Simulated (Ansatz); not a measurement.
Moving the functional in NbAs

It takes space group I4_1md (No. 109, tetragonal). Conventional cell: a = 3.452 Å, b = 3.452 Å, c = 11.680 Å, α = 90.00°, β = 90.00°, γ = 90.00°. Around Nb (site symmetry 2mm) lie 6 As at 2.60 to 2.63 Å. Around As (site symmetry 2mm) lie 6 Nb at 2.60 to 2.63 Å.

Kept alike: task equation of state; k mesh 11 × 11 × 11; occupations fermi-dirac, width 0.05 eV; no spin polarisation. Program: Ansatz, Ansatz PAW. Cutoffs run from 420 to 500 eV. The mesh is that of the run's cell of 4 atoms. No spin-orbit coupling.

| run | volume (Å³/atom) | bulk modulus (GPa) |
| --- | --- | --- |
| A | 17.162 | 178.8 |
| B | 17.588 | 172.8 |
| C | 16.851 | 187.1 |

Volume and modulus come from cells scaled at fixed shape and fractions; off cubic symmetry such a modulus can lie above the relaxed one. All rows use potentials made for PBE.

Q: The runs differ in the functional (and the cutoff that goes with it) alone: LDA; PBEsol; r2SCAN. Which run is which?

A: Run A is PBEsol; run B is r2SCAN; run C is LDA. The volume runs from 16.851 (LDA) to 17.588 Å³/atom (r2SCAN). The bulk modulus runs from 172.8 (r2SCAN) to 187.1 GPa (LDA).
